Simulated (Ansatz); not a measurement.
# TaN: strain energy, fitted

TaN, P6/mmm, a = 5.205 Å, c = 2.904 Å. This isn't the usual stable structure of the compound. Ansatz: PBEsol, PAW, 420 eV, Γ-centred 12×12×12 mesh on 6 atoms, Gaussian smearing 0.10 eV; no spin polarisation. Series: shear of c along a, cell held, atoms relaxed; x is the strain in per cent (engineering shear). y is the free energy over the unstrained cell, V0 = 11.355 Å³/atom. Symmetry makes y even in x.

| x (%) | y (meV/atom) |
| --- | --- |
| 0.0 | 0.00 |
| 2.0 | 2.92 |
| 4.0 | 11.62 |
| 6.0 | 26.03 |
| 8.0 | 45.99 |
| 12.0 | ? |

Question: Fit y = c2 x² + c4 x⁴ to the other rows, turn c2 into a modulus, and predict the missing energy.

Answer: Least squares on the rows shown. y = 0.72887 x² − 0.00016064 x⁴. In eV per unit strain² c2 is 7.289; this is the shear stiffness (E = ½ C V0 γ²): 2 × 7.289 × 160.2 / (11.355) = 206 GPa. At x = 12.0 the fit asked for gives 101.63 meV/atom. The run gave 101.57 meV/atom, so the fit is 0.06 meV/atom too high, a small miss on the scale of the series. The form still works here, 50 % of the fitted range beyond its end.

Spin–orbit coupling is left out, which can shift energies with elements as heavy as these.

Cost: 6 runs of about 14 core-minutes in all, on Arm Neoverse V1 (shared hosts).